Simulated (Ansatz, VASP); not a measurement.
# AlSi63H (Al-H pair in Si) in two plane-wave programs

One calculation is typed for both programs; each brings its own data sets. How far apart do they land? Of the first pair: The structure shown is the start of the Ansatz relaxation below; VASP solves that cell, so the two are compared at the walk's first step.

Main program and level: Ansatz 0.2.0; plane waves, with VASP 6.6.1 beside it; single point at HSE06.

### 1. Set-up

The cell holds 65 atoms: 63 Si, 1 Al and 1 H. Cell: a = 10.940 Å, b = 10.940 Å, c = 10.940 Å, α = 90.0°, β = 90.0°, γ = 90.0°. It derives from Si (Si (Fd-3m)). Nearest the centre at fractional (0.346, 0.346, 0.346): H65 at 0.57 Å, Al64 at 1.01 Å, Si4 at 2.08 Å, Si48 at 2.62 Å, Si41 at 2.62 Å, Si26 at 2.63 Å, Si7 at 3.43 Å, Si5 at 3.44 Å.

### 2. Ansatz: relaxation, HSE06

Ansatz runs on its default PAW (the set named soft_2) files.

The two programs are compared at the cell with which this relaxation starts, whose forces are those of its first step.

input.yaml

```yaml
relax:
  f_tol: 0.01
  max_steps: 80
  random_displacement: { amplitude: 0.02, seed: 649 }
crystal:
  lattice:
    - [10.93956649, 0.0, 0.0]
    - [0.0, 10.93956649, 0.0]
    - [0.0, 0.0, 10.93956649]
  atoms:
    - { symbol: Si, position: [0.0, 0.0, 0.25] }
    - { symbol: Si, position: [0.0, 0.25, 0.0] }
    - { symbol: Si, position: [0.25, 0.0, 0.0] }
    - { symbol: Si, position: [0.236809349, 0.236809349, 0.236809349] }
    - { symbol: Si, position: [0.125, 0.125, 0.375] }
    - { symbol: Si, position: [0.125, 0.375, 0.125] }
    - { symbol: Si, position: [0.375, 0.125, 0.125] }
    - { symbol: Al, position: [0.398748656, 0.398748656, 0.398748656] }
    - { symbol: Si, position: [0.0, 0.0, 0.75] }
    - { symbol: Si, position: [0.0, 0.25, 0.5] }
    - { symbol: Si, position: [0.25, 0.0, 0.5] }
    - { symbol: Si, position: [0.25, 0.25, 0.75] }
    - { symbol: Si, position: [0.125, 0.125, 0.875] }
    - { symbol: Si, position: [0.125, 0.375, 0.625] }
    - { symbol: Si, position: [0.375, 0.125, 0.625] }
    - { symbol: Si, position: [0.375, 0.375, 0.875] }
    - { symbol: Si, position: [0.0, 0.5, 0.25] }
    - { symbol: Si, position: [0.0, 0.75, 0.0] }
    - { symbol: Si, position: [0.25, 0.5, 0.0] }
    - { symbol: Si, position: [0.25, 0.75, 0.25] }
    - { symbol: Si, position: [0.125, 0.625, 0.375] }
    - { symbol: Si, position: [0.125, 0.875, 0.125] }
    - { symbol: Si, position: [0.375, 0.625, 0.125] }
    - { symbol: Si, position: [0.375, 0.875, 0.375] }
    - { symbol: Si, position: [0.0, 0.5, 0.75] }
    - { symbol: Si, position: [0.0, 0.75, 0.5] }
    - { symbol: Si, position: [0.25, 0.5, 0.5] }
    - { symbol: Si, position: [0.25, 0.75, 0.75] }
    - { symbol: Si, position: [0.125, 0.625, 0.875] }
    - { symbol: Si, position: [0.125, 0.875, 0.625] }
    - { symbol: Si, position: [0.375, 0.625, 0.625] }
    - { symbol: Si, position: [0.375, 0.875, 0.875] }
    - { symbol: Si, position: [0.5, 0.0, 0.25] }
    - { symbol: Si, position: [0.5, 0.25, 0.0] }
    - { symbol: Si, position: [0.75, 0.0, 0.0] }
    - { symbol: Si, position: [0.75, 0.25, 0.25] }
    - { symbol: Si, position: [0.625, 0.125, 0.375] }
    - { symbol: Si, position: [0.625, 0.375, 0.125] }
    - { symbol: Si, position: [0.875, 0.125, 0.125] }
    - { symbol: Si, position: [0.875, 0.375, 0.375] }
    - { symbol: Si, position: [0.5, 0.0, 0.75] }
    - { symbol: Si, position: [0.5, 0.25, 0.5] }
    - { symbol: Si, position: [0.75, 0.0, 0.5] }
    - { symbol: Si, position: [0.75, 0.25, 0.75] }
    - { symbol: Si, position: [0.625, 0.125, 0.875] }
    - { symbol: Si, position: [0.625, 0.375, 0.625] }
    - { symbol: Si, position: [0.875, 0.125, 0.625] }
    - { symbol: Si, position: [0.875, 0.375, 0.875] }
    - { symbol: Si, position: [0.5, 0.5, 0.25] }
    - { symbol: Si, position: [0.5, 0.75, 0.0] }
    - { symbol: Si, position: [0.75, 0.5, 0.0] }
    - { symbol: Si, position: [0.75, 0.75, 0.25] }
    - { symbol: Si, position: [0.625, 0.625, 0.375] }
    - { symbol: Si, position: [0.625, 0.875, 0.125] }
    - { symbol: Si, position: [0.875, 0.625, 0.125] }
    - { symbol: Si, position: [0.875, 0.875, 0.375] }
    - { symbol: Si, position: [0.5, 0.5, 0.75] }
    - { symbol: Si, position: [0.5, 0.75, 0.5] }
    - { symbol: Si, position: [0.75, 0.5, 0.5] }
    - { symbol: Si, position: [0.75, 0.75, 0.75] }
    - { symbol: Si, position: [0.625, 0.625, 0.875] }
    - { symbol: Si, position: [0.625, 0.875, 0.625] }
    - { symbol: Si, position: [0.875, 0.625, 0.625] }
    - { symbol: Si, position: [0.875, 0.875, 0.875] }
    - { symbol: H, position: [0.316442, 0.316442, 0.316442] }
basis:
  ecutwfc: 420
  xc_grid: 2
hamiltonian:
  xc: hse06
kpoints:
  mp_grid: { grid: [1, 1, 1] }
scf:
  occupations: { method: fermi_dirac, width: 0.01 }
  max_iter: 120
output:
  forces: true
checkpoint:
  write: "../relax.run"
  compress: false
  write_wavefunctions: true
  write_every: 100000
```

Started as:

```bash
$ ansatz run input.yaml --threads 4 --pin off --max-ram 7536MiB --backend cpu --events-out ev --progress --plain --runs-dir out
```

Numbers of over 12 decimals in the logs are rounded to 6 here.

Log:

```text
exact exchange: scf.exx.singularity resolves to wigner_seitz, which cuts the screened interaction at the faces of the exchange supercell's Wigner-Seitz cell, so that each pair interacts once, at the shortest of its separations (the periodic images that this leaves out come, for a point-like exchange hole, to about 0.003 eV on a filled level). The cut falls within the interaction's reach, and what an exchange supercel [...]
Engine: ansatz 0.2.0, aarch64-unknown-linux-gnu
Pseudopotentials: kind: paw
Pseudopotential: Si, paw, valence charge 4, recommended cutoff 420 eV (normal), Si.paw.azcp
Pseudopotential: Al, paw, valence charge 3, recommended cutoff 420 eV (normal), Al.paw.azcp
Pseudopotential: H, paw, valence charge 1, recommended cutoff 420 eV (normal), H.paw.azcp
Functional definition: HSE06
  parameter a = 0.25
  parameter omega = 0.11/bohr
  exchange = pbe_x - a*pbe_x_sr(omega) + a*exact_x_sr(omega)
  correlation = pbe_c
Crystal: 65 atoms, lattice volume = 1309.183 Å³
Basis set: ecut = 420 eV, 25677 PW (Γ), exchange–correlation on 150×150×150 points (8 copies of the dense FFT grid, shifted against one another)
Bands: 193, of which v1, the nominal top of the filled ones, is band 128 counted from 1 (127 counted from 0)
Symmetry: 1 space group operations
k-points: 1
Non-local potential: Si, projectors of the file, l = 0: 2, l = 1: 2, l = 2: 2
Non-local potential: Al, projectors of the file, l = 0: 2, l = 1: 2, l = 2: 1
Non-local potential: H, projectors of the file, l = 0: 2, l = 1: 1
PAW form: soft (Blöchl's): semilocal exchange-correlation on the pseudo side does not see the compensation charge
PAW frozen core: Si, regenerated for the run's functional, and the local potential with it (the file was generated under x = pbe(κ = 0.804, μ = 0.219515), c = pbe(β = 0.066725))
PAW frozen core: Al, regenerated for the run's functional, and the local potential with it (the file was generated under x = pbe(κ = 0.804, μ = 0.219515), c = pbe(β = 0.066725))
PAW one-centre angular grid: Si, 110 points (default); XC on 64 Gauss nodes
PAW one-centre angular grid: Al, 110 points (default); XC on 64 Gauss nodes
PAW one-centre angular grid: H, 110 points (default); XC on 64 Gauss nodes
Initial density: superposition of atomic densities (neutral atoms: chi_scale 0, normalization atom), corrected by the library's trained network
Initial wavefunctions: pseudopotential atomic-orbital guess
Functional: x = pbe(κ = 0.804, μ = 0.219515), c = pbe(β = 0.066725), warm-up for x = pbe(κ = 0.804, μ = 0.219515) + 0.25 (exact − pbe) at short range (hse, ω = 0.207870 Å⁻¹), c = pbe(β = 0.066725); HSE06 as pw.x's `hse` composes it (authors' and Libxc's form: `xc: wpbeh`)
SCF iter   1: F=—  HF=-40600.756814 eV  |F-HF|=—  |Δ(HF+E_count)|=         —  Δρ=2.06e-3  dr2=1.24e-1  ethr=1.77e-3  ⟨swp⟩=17.0  Hψ=1376  notcnv=0  reapply=1
preconditioner: auto → none  [insulator: Δε(μ)=0.581 eV  Ē_g=7.850 eV  σ=0.010 eV  W_gap=1.00  n_scr=202 (ndim 8)  ℏωp=16.4 eV  f_vac=0.000  D(μ)=0.00/eV (n_scr^D=0)]
SCF iter   2: F=—  HF=-40600.746463 eV  |F-HF|=—  |Δ(HF+E_count)|=   1.04e-2  Δρ=1.02e-3  dr2=2.55e-2  ethr=4.86e-5  ⟨swp⟩=11.0  Hψ=655  notcnv=0
SCF iter   3: F=—  HF=-40600.745103 eV  |F-HF|=—  |Δ(HF+E_count)|=   1.36e-3  Δρ=4.19e-4  dr2=8.97e-3  ethr=9.98e-6  ⟨swp⟩=8.0  Hψ=594  notcnv=0  defer=5
iter 4 solved again at ethr=6.85e-8 eV; its pass at ethr=3.51e-6 eV (dr2=1.75e-4 eV) is discarded
SCF iter   4: F=—  HF=-40600.743758 eV  |F-HF|=—  |Δ(HF+E_count)|=   1.34e-3  Δρ=1.00e-4  dr2=1.92e-4  ethr=6.85e-8  ⟨swp⟩=5.0  Hψ=908  notcnv=0
SCF iter   5: F=—  HF=-40600.743830 eV  |F-HF|=—  |Δ(HF+E_count)|=   7.20e-5  Δρ=4.30e-5  dr2=4.30e-5  ethr=6.85e-8  ⟨swp⟩=3.0  Hψ=387  notcnv=0
SCF iter   6: F=—  HF=-40600.743846 eV  |F-HF|=—  |Δ(HF+E_count)|=   1.67e-5  Δρ=1.69e-5  dr2=4.16e-6  ethr=1.68e-8  ⟨swp⟩=3.0  Hψ=364  notcnv=0
SCF iter   7: F=—  HF=-40600.743851 eV  |F-HF|=—  |Δ(HF+E_count)|=   4.98e-6  Δρ=4.41e-6  dr2=3.06e-7  ethr=1.62e-9  ⟨swp⟩=3.0  Hψ=421  notcnv=0
[...]
atom  40  Si    -0.00227997     0.00023601     0.00024736
  atom  41  Si     0.00340033    -0.00121478     0.00112366
  atom  42  Si    -0.00236883    -0.00425826    -0.00275174
  atom  43  Si    -0.00128687     0.00039846     0.00232571
  atom  44  Si    -0.00127059    -0.00480035    -0.00219276
  atom  45  Si    -0.00090457     0.00005803     0.00300805
  atom  46  Si     0.00276863     0.00488486     0.00276972
  atom  47  Si     0.00223979     0.00052238     0.00088691
  atom  48  Si    -0.00105463     0.00402299    -0.00172720
  atom  49  Si    -0.00219705    -0.00332960    -0.00495146
  atom  50  Si     0.00256503     0.00080646    -0.00128008
  atom  51  Si    -0.00226710     0.00215595     0.00184640
  atom  52  Si    -0.00068915    -0.00150736    -0.00236132
  atom  53  Si     0.00147153     0.00210168     0.00477953
  atom  54  Si     0.00041907     0.00152282    -0.00046283
  atom  55  Si     0.00106646     0.00113861    -0.00045086
  atom  56  Si    -0.00029403    -0.00064352     0.00060716
  atom  57  Si    -0.00264189    -0.00024799     0.00106077
  atom  58  Si    -0.00183394     0.00141321     0.00063800
  atom  59  Si     0.00364305    -0.00207132    -0.00216345
  atom  60  Si    -0.00005445     0.00101133     0.00060665
  atom  61  Si     0.00128701    -0.00016128    -0.00204770
  atom  62  Si     0.00068122    -0.00219049    -0.00021441
  atom  63  Si    -0.00228331     0.00056776     0.00065702
  atom  64  Si     0.00028549    -0.00022451     0.00014954
  atom  65  H     -0.00006437    -0.00184083     0.00002329
  max |Σ_I F_I| component: 5.11e-5 eV/Å
--- Band table (eV) ---
  k-point 0: bands = [... 124 lower, 4.7938, 5.6202, 5.7220, 5.7235, 6.9497, 6.9680, 7.0303, 7.0384, ... 43 higher]
  guard bands above this table: 18 of the run's 193 bands. The solve was not asked for them (output.publish_guard_bands: true or output.eigenvalues: true publishes all)
--- Relaxed structure (15 steps of the walk, 15 accepted, 0 SCFs on fresh bases) ---
  F+E_penalty+E_count = -40633.09673903 eV   max|allowed force component| = 8.205e-3 eV/Å
  atoms:
    - { symbol: Si, position: [-0.00292038, -0.00388489, 0.248910] }
    - { symbol: Si, position: [-0.00314189, 0.248758, -0.00400246] }
    - { symbol: Si, position: [0.251140, 0.00125783, 0.00133599] }
    - { symbol: Si, position: [0.230262, 0.234192, 0.234103] }
    - { symbol: Si, position: [0.119195, 0.118429, 0.375926] }
    - { symbol: Si, position: [0.118929, 0.375691, 0.118233] }
    - { symbol: Si, position: [0.379366, 0.124656, 0.124704] }
    - { symbol: Al, position: [0.398422, 0.395182, 0.395342] }
    - { symbol: Si, position: [0.0010101, -0.000375717, 0.749932] }
    - { symbol: Si, position: [0.000527423, 0.250655, 0.500037] }
    - { symbol: Si, position: [0.250754, -0.00112946, 0.499974] }
    - { symbol: Si, position: [0.250823, 0.249957, 0.749574] }
    - { symbol: Si, position: [0.126035, 0.124843, 0.874609] }
    - { symbol: Si, position: [0.125554, 0.375866, 0.625728] }
    - { symbol: Si, position: [0.375599, 0.122742, 0.626589] }
    - { symbol: Si, position: [0.375710, 0.375069, 0.874258] }
    - { symbol: Si, position: [0.000537584, 0.499891, 0.250654] }
    - { symbol: Si, position: [0.00103613, 0.749892, -0.000263055] }
    - { symbol: Si, position: [0.250732, 0.499820, -0.000996665] }
    - { symbol: Si, position: [0.250846, 0.749461, 0.250068] }
    - { symbol: Si, position: [0.125567, 0.625566, 0.375919] }
    - { symbol: Si, position: [0.126085, 0.874549, 0.124974] }
    - { symbol: Si, position: [0.375625, 0.626401, 0.122927] }
    - { symbol: Si, position: [0.375711, 0.874193, 0.375137] }
    - { symbol: Si, position: [-2.491007385070653e-5, 0.499351, 0.749551] }
[...]
- { symbol: Si, position: [0.500931, 0.500068, 0.749715] }
    - { symbol: Si, position: [0.500952, 0.749677, 0.500142] }
    - { symbol: Si, position: [0.749757, 0.499442, 0.499518] }
    - { symbol: Si, position: [0.750627, 0.749666, 0.749753] }
    - { symbol: Si, position: [0.625891, 0.624782, 0.874929] }
    - { symbol: Si, position: [0.625902, 0.874868, 0.624884] }
    - { symbol: Si, position: [0.875099, 0.624343, 0.624455] }
    - { symbol: Si, position: [0.875590, 0.874762, 0.874847] }
    - { symbol: H, position: [0.275870, 0.326947, 0.325169] }
```

Reading the cycles: dr2 is the Hartree energy of the density residual (eV), the measure of convergence; HF is the Harris–Foulkes estimate of the energy, which meets the free energy F at convergence.

### 3. VASP: single point, HSE06, start cell, pair 1

The same cell, functional, mesh and smearing now go to VASP, with its own data sets.

Lines of VASP's logs that name or quote its potential files are left out, and so is its time.

The run reads the wave functions of an earlier VASP run, which isn't shown here.

INCAR

```
SYSTEM = AlSi63H
PREC = Accurate
ENCUT = 400
EDIFF = 1E-06
NELM = 100
ISMEAR = -1
SIGMA = 0.01
LREAL = Auto
ALGO = Normal
LHFCALC = .TRUE.
AEXX = 0.25
GGA = PE
HFSCREEN = 0.208
LASPH = .TRUE.
NBANDS = 173
PRECFOCK = Fast
LORBIT = 11
LWAVE = .FALSE.
LCHARG = .FALSE.
ISIF = 2
```

POSCAR

```
AlSi63H
1.0
   10.9395664856      0.0000000000      0.0000000000
    0.0000000000     10.9395664856      0.0000000000
    0.0000000000      0.0000000000     10.9395664856
Si Al H
63 1 1
Direct
    0.0016378163      0.0007609991      0.2502845066
    0.0016869041      0.2494078722      0.0003821906
    0.2504479500      0.9982353048      0.0001660029
    0.2360420775      0.2351499946      0.2368274834
    0.1255005856      0.1236213521      0.3760914114
    0.1239208155      0.3743835741      0.1236591963
    0.3740776205      0.1261119444      0.1238795890
    0.9983055087      0.9995840786      0.7494540127
    0.0008589920      0.2508827021      0.5013511282
    0.2503628461      0.9982155600      0.5001632384
    0.2512989892      0.2505648650      0.7511558169
    0.1245162687      0.1252917108      0.8732612040
    0.1239294082      0.3760829102      0.6260116440
    0.3737045710      0.1262376349      0.6246360867
    0.3764138191      0.3756360917      0.8740310699
    0.9998926831      0.4990019492      0.2484720033
    0.9984699577      0.7508654032      0.9994974207
    0.2507330618      0.5016183235      0.0004313699
    0.2502976698      0.7515363621      0.2509451360
    0.1244860116      0.6247171685      0.3732684476
    0.1265445940      0.8741891201      0.1244531949
    0.3738914157      0.6236477477      0.1255336765
    0.3760912286      0.8760558302      0.3760182824
    0.9984658441      0.5008490060      0.7505175832
    0.0013499621      0.7507586348      0.4990281843
    0.2497859493      0.5010906060      0.5014516807
    0.2481759221      0.7499413264      0.7498916900
    0.1260297656      0.6234906117      0.8750618238
    0.1245148975      0.8767524758      0.6248102252
    0.3765079727      0.6258452754      0.6255948084
    0.3754453164      0.8736960475      0.8737984282
    0.5013433583      0.0009983942      0.2492644479
    0.4983820892      0.2506493291      0.0005505703
    0.7498716709      0.9981988317      0.0002856603
    0.7517716548      0.2498410704      0.2504225376
    0.6240331378      0.1251563306      0.3734562065
    0.6243251055      0.3733738449      0.1245076760
    0.8751562516      0.1266808883      0.1242981613
    0.8747437124      0.3733250312      0.3756863680
    0.4993351434      0.9986523232      0.7489588377
    0.5001419396      0.2497904285      0.5018106528
    0.7487542592      0.9997633361      0.4986830152
    0.7506695088      0.2500021371      0.7517012681
    0.6249360986      0.1231729796      0.8749822045
    0.6252392185      0.3763988276      0.6238474814
    0.8731802135      0.1248836507      0.6251316274
    0.8747291780      0.3731944959      0.8749048706
    0.5018200682      0.5001725623      0.2500033254
    0.5000236533      0.7501908792      0.0018180794
    0.7484532418      0.4993715251      0.0007449107
    0.7488111170      0.7486681498      0.2503940173
    0.6248830801      0.6232591583      0.3755461430
    0.6252441547      0.8748815607      0.1231919932
    0.8747161062      0.6264098316      0.1238712706
    0.8739632427      0.8745257879      0.3764291762
    0.4988261653      0.5011396025      0.7508159497
    0.4998352546      0.7518207427      0.5000051882
    0.7497886695      0.5013845848      0.5011750701
    0.7498894047      0.7514290453      0.7511349751
    0.6260408042      0.6246621389      0.8764645302
    0.6263058969      0.8746906939      0.6262415434
    0.8751195043      0.6257186708      0.6266767526
    0.8759482391      0.8753872480      0.8734856187
    0.4003411841      0.3983514343      0.3979433742
    0.3147685975      0.3166577034      0.3157379229
```

KPOINTS

```
Automatic mesh
0
Gamma
1 1 1
0 0 0
```

The projector-augmented-wave data sets are Si, Al and H (PBE family, release 64).

Started as:

```bash
$ export OMP_NUM_THREADS=3
$ mpirun -np 1 vasp_gam
```

Log:

```text
[banner, memory and clock lines left out]
running    1 mpi-ranks, on    1 nodes
[...]
Offloading initialized ...    1 GPUs detected
[...]
LDA part: xc-table for (Slater+PW92), standard interpolation
 found WAVECAR, reading the header
 POSCAR, INCAR and KPOINTS ok, starting setup
[...]
reading WAVECAR
 the WAVECAR file was read successfully
 initial charge from wavefunction
 entering main loop
       N       E                     dE             d eps       ncg     rms          rms(c)
DAV:   1    -0.395781011545E+03   -0.39578E+03   -0.12704E+01   356   0.755E+00    0.204E+01
DAV:   2    -0.395883146056E+03   -0.10213E+00   -0.36558E-01   412   0.122E+00    0.145E+01
DAV:   3    -0.395868744126E+03    0.14402E-01   -0.20018E-02   399   0.312E-01    0.906E+00
DAV:   4    -0.395862854340E+03    0.58898E-02   -0.64694E-03   375   0.159E-01    0.531E+00
[...]
DAV:   9    -0.395859799982E+03    0.21591E-04   -0.10613E-05   391   0.612E-03    0.317E-01
DAV:  10    -0.395859795296E+03    0.46860E-05   -0.31987E-06   287   0.364E-03    0.182E-01
DAV:  11    -0.395859795486E+03   -0.18976E-06   -0.18283E-06   223   0.275E-03
   1 F= -.39585980E+03 E0= -.39585980E+03  d E =-.180598E-11
```

Parts of OUTCAR (step 3):

```text
  Total       -1.0082052     -1.0323440     -0.7227530      1.2507263     -1.0168331      0.1207993
  in kB       -1.2338410     -1.2633819     -0.8845047      1.5306382     -1.2443998      0.1478341
  external PRESSURE =      -1.1272425 kB  Pullay stress =       0.0000000 kB

 POSITION                                       TOTAL-FORCE (eV/Angst)
 -----------------------------------------------------------------------------------
      0.01792      0.00833      2.73800        -0.368773     -0.254039     -0.088139
      0.01845      2.72841      0.00418        -0.305112      0.023614     -0.347872
      2.73979     10.92026      0.00182        -0.016315      0.160401     -0.359423
      2.58220      2.57244      2.59079         0.050603      0.382896      0.142831
      1.37292      1.35236      4.11428        -0.466660     -0.302136      0.435996
      1.35564      4.09559      1.35278        -0.116671      0.411374     -0.282877
      4.09225      1.37961      1.35519         0.435020     -0.708939     -0.325140
     10.92103     10.93502      8.19870         0.154860      0.250327     -0.116131
      0.00940      2.74455      5.48456        -0.080801     -0.136480     -0.049534
      2.73886     10.92005      5.47157         0.142237      0.333553      0.047213
      2.74910      2.74107      8.21732        -0.265154      0.080269     -0.181152
      1.36215      1.37064      9.55310         0.167278     -0.215807      0.237157
      1.35573      4.11418      6.84830         0.234384      0.097581      0.097008
      4.08817      1.38098      6.83325         0.208619     -0.225597      0.110071
[...]
-----------------------------------------------------------------------------------
    total drift:                               -0.044227     -0.029885     -0.036900

  FREE ENERGIE OF THE ION-ELECTRON SYSTEM (eV)
  ---------------------------------------------------
  free  energy   TOTEN  =      -395.8597954863 eV

  energy  without entropy=     -395.8597954862  energy(sigma->0) =     -395.85979549

[... 2 further parts left out ...]
```

The run ends at a pressure of -0.11 GPa, with forces up to 1.9 eV/Å.

[end of part 1 of 2]

[Lines on the potential files, build, host, timing and source positions are cut from VASP's logs without a mark.]

[Logs are printed without paths, hosts, clocks, repeated set-up lines and the standing remarks that a program may print on its own settings, such as how far it seeks lower states.]

[Hosts, paths, dates, database ids (printed as entryN), source tags and the programs' standing remarks are cut or masked in the printed files.]
